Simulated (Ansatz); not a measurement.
## Elastic constants of CdTe at -1.2 GPa (stress–strain coefficients): input and output

Level of theory: Ansatz 0.2.0, DFT LDA, scalar-relativistic, plane waves, PAW.

Launched with:
```bash
ansatz run input.yaml --threads 1 --pin off --max-ram 2560MiB --backend cpu --events-out ev --progress --plain --runs-dir out
```

Input (bare energies are in eV):
```yaml
crystal:
  lattice:
    - [0.0, 2.9872, 2.9872]
    - [2.9872, 0.0, 2.9872]
    - [2.9872, 2.9872, 0.0]
  atoms:
    - { symbol: Cd, position: [0.0, 0.0, 0.0] }
    - { symbol: Te, position: [0.5, 0.5, 0.5] }
basis:
  ecutwfc: 420
kpoints:
  mp_grid: { grid: [12, 12, 12] }
hamiltonian:
  xc: lda
scf:
  occupations: { method: fermi_dirac, width: 0.15 }
output:
  forces: true
  stress: true
  eigenvalues: true
elastic:
  mode: relaxed_ion
  amplitude: 0.005
```

From the output:
```
--- Elastic constants: 2 strain directions × 4 members + reference (group order 48) ---
  dense FFT box of the reference and of every strained cell: 30×30×30
  strains applied: 11, 23; error gains: componentwise 1.00 (the most a stress slope's error grows in a printed constant), spectral 1.73 (1 for all six strains in a standard setting)
  C = ∂σ_k/∂η_j (tension-positive GPa; Voigt order 11 22 33 23 13 12):
       101.939     32.500     32.500      0.000      0.000      0.000
        32.500    101.939     32.500     -0.000      0.000      0.000
        32.500     32.500    101.939      0.000      0.000     -0.000
         0.000     -0.000     -0.000     18.908      0.000     -0.000
        -0.000      0.000      0.000     -0.000     18.908      0.000
        -0.000      0.000      0.000      0.000      0.000     18.908
  reference stress σ⁰ (GPa):      1.213      1.213      1.213      0.000      0.000      0.000
  C* (energy form; C + prestress term) asymmetry max|C*_kj − C*_jk| = 1.421e-14 GPa — a small one proves nothing (zero by symmetry where the batch's group is 432, −43m or m−3m); a large one is finite-difference/SCF noise where every solve ...
  moduli (Voigt/Reuss/Hill, GPa): K = 55.65/55.65/55.65   G = 25.23/23.12/24.18   E = 63.35   ν = 0.310
  mechanically stable: yes (min eigenvalue of sym C = 18.91 GPa)
  strain η (Voigt 11):  stress-route row diagonal C_11 = 101.94 GPa, energy-path curvature d²(F+E_count+ΔE)/dδ²/Ω₀ = 101.95 GPa
    cells at ±δ against ±2δ: C11 102.00 and 102.18 GPa, apart by 0.18 % of the column's largest entry
         δ    σ_11 (GPa) F (eV) n_scf n_hpsi n_pw
    -1.000e-2       0.1196      -14945.6189316       9   78240   1044   relax 0 steps, max|allowed force component| 6.63e-29 eV/Å
    -5.000e-3       0.6851      -14945.6182564       4   49648   1056   relax 0 steps, max|allowed force component| 2.29e-29 eV/Å
     5.000e-3       1.7051      -14945.6142411       4   49632   1059   relax 0 steps, max|allowed force component| 8.68e-29 eV/Å
     1.000e-2       2.1633      -14945.6110195       8   64792   1064   relax 0 steps, max|allowed force component| 1.68e-30 eV/Å
  strain η (Voigt 23):  stress-route row diagonal C_44 = 18.91 GPa, energy-path curvature d²(F+E_count+ΔE)/dδ²/Ω₀ = 18.31 GPa
    cells at ±δ against ±2δ: C44 18.90 and 18.89 GPa, apart by 0.05 % of the column's largest entry
         δ    σ_23 (GPa) F (eV) n_scf n_hpsi n_pw
    -1.000e-2      -0.1889      -14945.6163681       9  139963   1056   relax 0 steps, max|allowed force component| 3.79e-29 eV/Å
    -5.000e-3      -0.0945      -14945.6165967       3   83397   1056   relax 0 steps, max|allowed force component| 5.05e-29 eV/Å
     5.000e-3       0.0945      -14945.6165967       3   79661   1056   relax 0 steps, max|allowed force component| 9.47e-30 eV/Å
     1.000e-2       0.1889      -14945.6163681       7  100862   1056   relax 0 steps, max|allowed force component| 5.52e-30 eV/Å
```

Time: 3.5 min on 1 thread of Intel(R) Xeon(R) Processor @ 2.50GHz (Skylake/Cascade Lake) (shared host), peak memory 0.58 GiB.

The cell is the ideal cubic rocksalt prototype; this isn't the usual structure of the compound. In a metal, frequencies and elastic constants depend on the k mesh and the smearing, soft modes and shear constants most.

The least eigenvalue is 18.9 GPa; in a metal on this mesh the verdict on stability isn't firm within about 20 GPa or a tenth of the bulk modulus.